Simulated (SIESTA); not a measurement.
Runs of SIESTA 5.4.2 on As. It takes space group R-3m (No. 166, trigonal). The conventional cell has a = 3.762 Å, b = 3.762 Å, c = 10.542 Å, α = 90.00°, β = 90.00°, γ = 120.00°. Around As (site symmetry 3m) lie 3 As at 2.51 Å. 

```csv
task,level,potentials or basis,cell,k mesh,broadening (eV),window to (eV),polarisation,direction,optical mesh offset,grid cutoff,gap on the mesh (eV),pressure (GPa),largest force (eV/Å)
optical spectrum,PBEsol,"PseudoDojo 0.4 standard (PBEsol files), DZP (energy shift 0.003 Ry; two zetas on semicore shells)",as given,9 × 9 × 9,0.1 eV,40 eV,polarized,0.0 0.0 1.0,true,500 Ry,none,2.4,0.82
single point,PW91,"PseudoDojo 0.4 standard (PBE files), DZP (energy shift 0.003 Ry; two zetas on semicore shells)",as given,9 × 9 × 9,-,-,-,-,-,500 Ry,none,5.9,0.83
relaxation of cell and atoms,PBEsol,"PseudoDojo 0.4 standard (PBEsol files), DZP (energy shift 0.003 Ry; two zetas on semicore shells)",relaxed,7 × 7 × 7,-,-,-,-,-,750 Ry,0.45,0.0,-
single point,RPBE,"PseudoDojo 0.4 standard (PBE files), DZP (energy shift 0.003 Ry; two zetas on semicore shells)",as given,9 × 9 × 9,-,-,-,-,-,500 Ry,none,8.2,0.94
single point,WC,"PseudoDojo 0.4 standard (PBEsol files), DZP (energy shift 0.003 Ry; two zetas on semicore shells)",as given,9 × 9 × 9,-,-,-,-,-,500 Ry,none,2.6,(c)
single point,BLYP,"PseudoDojo 0.4 standard (PBE files), DZP (energy shift 0.003 Ry; two zetas on semicore shells)",as given,9 × 9 × 9,-,-,-,-,-,500 Ry,none,10.9,0.83
single point,PBEsol,"PseudoDojo 0.4 standard (PBEsol files), DZP (energy shift 0.003 Ry; two zetas on semicore shells)",as given,9 × 9 × 9,-,-,-,-,-,500 Ry,none,2.4,0.82
single point,AM05,"PseudoDojo 0.4 standard (PBEsol files), DZP (energy shift 0.003 Ry; two zetas on semicore shells)",as given,9 × 9 × 9,-,-,-,-,-,500 Ry,none,2.3,0.76
single point,LDA,"PseudoDojo 0.4 standard (LDA files), DZP (energy shift 0.003 Ry; two zetas on semicore shells)",as given,9 × 9 × 9,-,-,-,-,-,500 Ry,none,0.7,(a)
single point,revPBE,"PseudoDojo 0.4 standard (PBE files), DZP (energy shift 0.003 Ry; two zetas on semicore shells)",as given,9 × 9 × 9,-,-,-,-,-,500 Ry,none,7.6,(b)
```

Alike in all rows: no spin polarisation; smearing fermi-dirac 0.05 eV; energy shift 0.003 Ry.

Problem. Fill in the values left out.

Solution. (a) 0.71; (b) 0.92; (c) 0.81.

Caveats: the basis of atomic orbitals isn't converged, which shifts pressures, moduli and gaps; the potentials were made for another functional, which shifts forces and pressure (some runs); the basis holds too few empty states to meet the f-sum rule, so the spectrum is short of weight at high energy (some runs); spectra need much finer meshes, so this one isn't converged (some runs); independent-particle spectra lack excitons (some runs); the intraband (Drude) part of a metal's response may be missing (some runs); an odd mesh through Γ misses points on the zone boundary, where band edges often lie (some runs).

A k mesh can miss the band edges, and the runs leave out spin-orbit coupling on As.

A gap of «none» marks a metal or a gap under the smearing width.

Runs at the PBE level aren't shown here.
